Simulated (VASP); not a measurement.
# MnS (R-3m) in VASP: notebook

Runs on MnS. Level: PBE. Tasks: single point.

Everything below comes from runs of VASP 6.6.1. Logs are shortened: lines on timing, memory, paths and dates and some standing lists are left out, and cuts for length are marked.

## 1. Starting point

The structure is trigonal, space group R-3m (No. 166). Conventional cell: a = 3.660 Å, b = 3.660 Å, c = 8.913 Å, α = 90.00°, β = 90.00°, γ = 120.00°. Mn (site symmetry -3m) is surrounded by 6 S at 2.58 Å. S (site symmetry -3m) is surrounded by 6 Mn at 2.58 Å.

The cell is a database's computed one.

## 2. Single point, PBE, collinear spin, ferromagnetic start

File INCAR:

```
SYSTEM = MnS
ADDGRID = .False.
ALGO = Normal
EDIFF = 1E-6
ENCUT = 400
GGA = PE
ISIF = 2
ISMEAR = 0
ISPIN = 2
LASPH = .True.
LCHARG = .False.
LMAXMIX = 4
LORBIT = 11
LREAL = .False.
LWAVE = .False.
MAGMOM = 4 0
NELM = 100
PREC = Accurate
SIGMA = 0.05
```

File KPOINTS:

```
k-points
0
Gamma
  11 11 11
  0 0 0
```

File POSCAR:

```
MnS
1.0
    1.8299960138      1.0565486912      2.9709202777
   -1.8299960138      1.0565486912      2.9709202777
    0.0000000000     -2.1130973823      2.9709202777
Mn S
1 1
Direct
    0.0000000000      0.0000000000      0.0000000000
    0.5000000000      0.5000000000      0.5000000000
```

Potentials or basis: VASP PAW PBE potentials, release 64 (Mn_pv, S_h).

Launch:

```
cat potpaw_PBE.64/Mn_pv/POTCAR potpaw_PBE.64/S_h/POTCAR > POTCAR
mpirun -np 1 vasp_std > vasp.out
```

OUTCAR:

```text
SYSTEM = MnS
   EDIFF = 1E-6
   ENCUT = 400
   GGA = PE
   ISIF = 2
   ISMEAR = 0
   ISPIN = 2
   LASPH = .True.
   LORBIT = 11
   LREAL = .False.
   NELM = 100
   PREC = Accurate

 Found    146 irreducible k-points:

 Following reciprocal coordinates:
            Coordinates               Weight
  0.000000  0.000000  0.000000      1.000000
  0.090909  0.000000 -0.000000      6.000000
  0.181818  0.000000 -0.000000      6.000000
  0.272727  0.000000 -0.000000      6.000000
  0.363636  0.000000 -0.000000      6.000000
  0.454545  0.000000 -0.000000      6.000000
   k-points           NKPTS =    146   k-points in BZ     NKDIM =    146   number of bands    NBANDS=     15
   number of dos      NEDOS =    301   number of ions     NIONS =      2
   total plane-waves  NPLWV =  13824
   dimension x,y,z NGX =    24 NGY =   24 NGZ =   24
   dimension x,y,z NGXF=    48 NGYF=   48 NGZF=   48
   ions per type =               1   1
   NGX,Y,Z   is equivalent  to a cutoff of  10.94, 10.94, 10.94 a.u.
   NGXF,Y,Z  is equivalent  to a cutoff of  21.89, 21.89, 21.89 a.u.
 SYSTEM =  MnS
   PREC   = accura    normal or accurate (medium, high low for compatibility)
   ISTART =      0    job   : 0-new  1-cont  2-samecut
   ICHARG =      2    charge: 1-file 2-atom 10-const
   ISPIN  =      2    spin polarized calculation?
   LNONCOLLINEAR =      F non collinear calculations
   LSORBIT =      F    spin-orbit coupling
   LASPH  =      T    aspherical Exc in radial PAW
   ENCUT  =  400.0 eV  29.40 Ry    5.42 a.u.   5.95  5.95  5.95*2*pi/ulx,y,z
   NELM   =    100;   NELMIN=  2; NELMDL= -5     # of ELM steps
   EDIFF  = 0.1E-05   stopping-criterion for ELM
   LREAL  =      F    real-space projection
   EDIFFG = 0.1E-04   stopping-criterion for IOM
   NSW    =      0    number of steps for IOM
   IBRION =     -1    ionic relax: 0-MD 1-quasi-New 2-CG
   NFREE  =      0    steps in history (QN), initial steepest desc. (CG)
   ISIF   =      2    stress and relaxation
   ISYM   =      2    0-nonsym 1-usesym 2-fastsym
   POTIM  = 0.5000    time-step for ionic-motion
   TEBEG  =    0.0;   TEEND  =   0.0 temperature during run
   PSTRESS=    0.0 pullay stress
   NELECT =      19.0000    total number of electrons
   NUPDOWN=      -1.0000    fix difference up-down
   EMIN   =  10.00;   EMAX   =-10.00  energy-range for DOS
   EFERMI =   0.00;   METHOD = LEGACY
   ISMEAR =     0;   SIGMA  =   0.05  broadening in eV -4-tet -1-fermi 0-gaus
   EFERMI_NEDOS =   21; number of points for ismear=-14 and -15
   IALGO  =     38    algorithm
   IMIX   =      4    mixing-type and parameters
     AMIX     =   0.40;   BMIX     =  1.00
     AMIX_MAG =   1.60;   BMIX_MAG =  1.00
  volume/ion in A,a.u.               =      17.23       116.29
  Fermi-wavevector in a.u.,A,eV,Ry     =   1.342349  2.536672 24.516344  1.801900
  Thomas-Fermi vector in A             =   2.470510
   LORBIT       =     11    0 simple, 1 ext, 2 COOP (PROOUT), +10 PAW based schemes
   GGA     = PE    functional components
   LHFCALC =     F    Hartree Fock is set to
   AEXX    =    0.0000 exact exchange contribution
   IVDW    =     0    specifies the selected vdW correction
   LEPSILON=     F    determine dielectric tensor
   LRPA    =     F    only Hartree local field effects (RPA)
 spin polarized calculation
[... 34 lines left out ...]
      7       3.8961      1.00000
      8       3.9872      1.00000
      9       3.9872      1.00000
     10       5.3441      1.00000
     11       5.3441      1.00000
     12       5.3927      1.00000
     13       9.1630      0.00000
     14      15.8693      0.00000
[... 77 lines left out ...]
      2     -43.3913      1.00000
      3     -43.3913      1.00000
      4      -6.1161      1.00000
      5       0.1250      1.00000
      6       2.3280      1.00000
      7       2.3539      1.00000
      8       4.4172      1.00000
      9       4.4266      1.00000
     10       4.8092      1.00000
     11       7.7056      0.00000
     12       7.7104      0.00000
     13      10.1705      0.00000
     14      12.7296      0.00000
     15      12.7842      0.00000

 [... further k-points ...]

 spin component 2

 k-point     1 :       0.0000    0.0000    0.0000
  band No.  band energies     occupation
      1     -38.9181      1.00000
      2     -38.9176      1.00000
      3     -38.9176      1.00000
      4      -7.1979      1.00000
      5       5.5549      1.00000
      6       5.5549      1.00000
      7       5.6044      1.00000
      8       7.5033      0.00000
      9       7.5033      0.00000
     10       7.5301      0.00000
     11       7.5705      0.00000
     12       7.5705      0.00000
     13      10.1773      0.00000
     14      16.8930      0.00000
[... 77 lines left out ...]
      2     -38.9198      1.00000
      3     -38.9193      1.00000
      4      -5.9044      1.00000
      5       0.8056      1.00000
      6       3.8210      1.00000
      7       3.8542      1.00000
      8       8.4844      0.00000
      9       8.4976      0.00000
     10       8.6632      0.00000
     11      10.4354      0.00000
     12      10.4446      0.00000
     13      10.7341      0.00000
     14      13.6029      0.00000
     15      13.6608      0.00000

 [... further k-points ...]

------------------------ aborting loop because EDIFF is reached ----------------------------------------

  FORCE on cell =-STRESS in cart. coord.  units (eV):
  Direction    XX          YY          ZZ          XY          YZ          ZX
  --------------------------------------------------------------------------------------
  -------------------------------------------------------------------------------------
  Total       -0.5629499     -0.5629499     -0.4642140      0.0000000     -0.0000000     -0.0000000
  in kB      -26.1696827    -26.1696827    -21.5797770      0.0000000     -0.0000000     -0.0000000
  external PRESSURE =     -24.6397141 kB  Pullay stress =       0.0000000 kB

 VOLUME and BASIS-vectors are now :
 -----------------------------------------------------------------------------
  energy-cutoff  :      400.00
  volume of cell :       34.47
      direct lattice vectors                 reciprocal lattice vectors
     1.829996014  1.056548691  2.970920278     0.273224639  0.157746319  0.112198680
    -1.829996014  1.056548691  2.970920278    -0.273224639  0.157746319  0.112198680
     0.000000000 -2.113097382  2.970920278     0.000000000 -0.315492638  0.112198680

 POSITION                                       TOTAL-FORCE (eV/Angst)
 -----------------------------------------------------------------------------------
      0.00000      0.00000      0.00000        -0.000000     -0.000000      0.000000
      0.00000      0.00000      4.45638         0.000000      0.000000     -0.000000
 -----------------------------------------------------------------------------------
    total drift:                               -0.000000     -0.000000     -0.000000

  FREE ENERGIE OF THE ION-ELECTRON SYSTEM (eV)
  ---------------------------------------------------
  free  energy   TOTEN  =       -14.0691636174 eV

  energy  without entropy=      -14.0677985139  energy(sigma->0) =      -14.06848107

 total charge

# of ion       s       p       d       tot
------------------------------------------
    1        0.219   6.170   4.940  11.329
    2        0.815   1.306   0.000   2.121
--------------------------------------------------
tot          1.034   7.476   4.940  13.450

 magnetization (x)

# of ion       s       p       d       tot
------------------------------------------
    1        0.052   0.040   4.114   4.206
    2        0.021   0.046   0.000   0.067
--------------------------------------------------
tot          0.073   0.086   4.114   4.272
```

It took 51 s on 1 thread of Intel Xeon Platinum 8488C (Sapphire Rapids), shared host; peak memory 0.2 GiB.

These settings aren't checked as converged: the numbers below hold their error.

Results:

| Property | Result |
| --- | --- |
| Free energy | -14.0692 eV |
| Band gap on the k mesh | none (metal or under the smearing width) |
| Net moment | 4.64 μB per cell |
| Site moments | Mn +4.21; S +0.07 μB |
| Valence electrons inside the program's atomic spheres | Mn 11.33; S 2.12 |

Caveat: the cutoff is under 1.25 times the usual one of these potentials, so pressure, stress and relaxed cells hold a basis-set (Pulay) error; a cell with one magnetic atom can't hold antiferromagnetic order, which such compounds often take; semilocal functionals often make such compounds metallic where correlation or magnetic order opens a gap, which also shifts bond lengths.

## 3. Single point, PBE, collinear spin, ferromagnetic start

INCAR is that of step 2.

KPOINTS is that of step 2.

File POSCAR:

```
MnS
1.0
    1.8299960138      1.0565486912      2.9709202777
   -1.8299960138      1.0565486912      2.9709202777
    0.0000000000     -2.1130973823      2.9709202777
Mn S
1 1
Direct
   -0.0003430000      0.0039840000     -0.0109630000
    0.4802460000      0.5015880000      0.5288910000
```

Potentials or basis: VASP PAW PBE potentials, release 64 (Mn_pv, S_h).

Launch:

```
cat potpaw_PBE.64/Mn_pv/POTCAR potpaw_PBE.64/S_h/POTCAR > POTCAR
mpirun -np 1 vasp_std > vasp.out
```

It took 3.8 min on 1 thread of Intel Xeon Platinum 8488C (Sapphire Rapids), shared host; peak memory 0.44 GiB.

These settings aren't checked as converged: the numbers below hold their error.

Results:

| Quantity | Value |
| --- | --- |
| Free energy | -14.0463 eV |
| Largest force | 0.369 eV/Å |
| Band gap on the k mesh | none (metal or under the smearing width) |
| Net moment | 4.65 μB per cell |
| Site moments | Mn +4.20; S +0.07 μB |
| Valence electrons inside the program's atomic spheres | Mn 11.34; S 2.12 |

Caveat: the cutoff is under 1.25 times the usual one of these potentials, so pressure, stress and relaxed cells hold a basis-set (Pulay) error; a cell with one magnetic atom can't hold antiferromagnetic order, which such compounds often take; semilocal functionals often make such compounds metallic where correlation or magnetic order opens a gap, which also shifts bond lengths.

## 4. The reference run

An earlier run on the cell as given: functional PBE; potentials or basis VASP PAW PBE potentials, release 64 (Mn_pv, S); cutoff 520 eV; k mesh 9 × 9 × 9; occupations fermi-dirac, width 0.05 eV; collinear spin, ferromagnetic start; starting moments [4.0, 0.0] μB.

* Pressure: -1.6 GPa
* Band gap on the k mesh: none (metal or under the smearing width)
* Net moment: 4.66 μB per cell
* Site moments: Mn +4.22; S +0.10 μB
* Valence electrons inside the program's atomic spheres: Mn 11.33; S 3.73
